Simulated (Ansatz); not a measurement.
**Calculated field gradients at the nuclei for ZnS**

The cell is an entry of the Crystallography Open Database (COD).

```cif
data_structure
_symmetry_space_group_name_H-M 'P 1'
_symmetry_Int_Tables_number 1
_cell_length_a 15.7823
_cell_length_b 15.7823
_cell_length_c 15.7823
_cell_angle_alpha 13.939
_cell_angle_beta 13.939
_cell_angle_gamma 13.939
_cell_volume 198.52
loop_
_atom_site_label
_atom_site_type_symbol
_atom_site_fract_x
_atom_site_fract_y
_atom_site_fract_z
_atom_site_occupancy
Zn1 Zn 0.00000 0.00000 0.00000 1
Zn2 Zn 0.73334 0.73334 0.73334 1
Zn3 Zn 0.46666 0.46666 0.46666 1
Zn4 Zn 0.86667 0.86667 0.86667 1
Zn5 Zn 0.60000 0.60000 0.60000 1
S6 S 0.05000 0.05000 0.05000 1
S7 S 0.78334 0.78334 0.78334 1
S8 S 0.51666 0.51666 0.51666 1
S9 S 0.91667 0.91667 0.91667 1
S10 S 0.65000 0.65000 0.65000 1
```

Atoms are numbered from 1 in the order listed; like atoms form one site, named after its first atom.

Level of theory: DFT, PBE, plane waves and PAW, scalar-relativistic, 420 eV cutoff, Γ-centred 13×13×13 k-points, Fermi–Dirac smearing 0.02 eV (Ansatz 0.2.0).

V_zz is the principal component of the electric field gradient with the largest magnitude, η = (V_xx − V_yy)/V_zz and C_Q = eQV_zz/h.

Zn-67: I = 5/2, Q = 122.0 mb; ³³S: I = 3/2, Q = -69.40 mb. Nuclear quadrupole moments: year-2017 set (Pyykkö).

Question: Which values are expected at the nuclei?

Answer: 

```tsv
site	atoms (order as listed)	first shell	V_xx, V_yy, V_zz (10²¹ V/m²)	η	C_Q (MHz)
Zn1	1	4 S at 2.34–2.35 Å	0.035, 0.035, -0.069	0.00	-0.204
Zn2	2	4 S at 2.34–2.35 Å	-0.027, -0.027, 0.054	0.00	0.158
Zn3	3	4 S at 2.34–2.35 Å	0.049, 0.049, -0.099	0.00	-0.292
Zn4	4	4 S at 2.34–2.35 Å	0.027, 0.027, -0.054	0.00	-0.159
Zn5	5	4 S at 2.34–2.35 Å	0.029, 0.029, -0.058	0.00	-0.170
S6	6	4 Zn at 2.34–2.35 Å	-0.056, -0.056, 0.11	0.00	-0.189
S7	7	4 Zn at 2.34–2.35 Å	-0.006, -0.006, 0.013	0.00	-0.021
S8	8	4 Zn at 2.34–2.35 Å	-0.070, -0.070, 0.14	0.00	-0.235
S9	9, 10	4 Zn at 2.34–2.35 Å	-0.076, -0.076, 0.15	0.00	-0.254
```

An axis of threefold or higher order runs through Zn1, Zn2, Zn3, Zn4, Zn5 and S6 and others, so V_zz lies along it and η is zero.
